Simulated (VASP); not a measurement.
Here is a VASP 6.6.1 calculation.

File INCAR:

```
PREC = Accurate ; ENCUT = 520
EDIFF = 1E-7 ; ISMEAR = -1
SIGMA = 0.05 ; LREAL = F
LASPH = T ; NELM = 100
ALGO = Normal ; ISIF = 2
LWAVE = F ; LCHARG = F
GGA = PE ; NBANDS = 19
```

File KPOINTS:

```
Automatic mesh
0
Gamma
  9 9 5
```

File POSCAR:

```
TiSe2
1.0
    3.5360000000      0.0000000000      0.0000000000
   -1.7680000000      3.0622658278      0.0000000000
    0.0000000000      0.0000000000      6.0040000000
Se Ti
2 1
Direct
    0.6666666667      0.3333333333      0.7448000000
    0.3333333333      0.6666666667      0.2552000000
    0.0000000000      0.0000000000      0.0000000000
```

Potentials or basis: VASP PAW PBE potentials, release 64 (Se, Ti_sv).

Launch:

```bash
$ cat potpaw_PBE.64/Se/POTCAR potpaw_PBE.64/Ti_sv/POTCAR > POTCAR
$ mpirun -np 1 vasp_std > vasp.out
```

(1) Predict the band gap on the k mesh.

(2) Predict the pressure.

(3) Estimate the largest force.

Results:

(1) none (metal or under the smearing width).

(2) 1.6 GPa.

(3) 0.089 eV/Å.

Caveat: this functional lacks dispersion, which binds the layers, so the pressure and a relaxed spacing across them are unreliable.
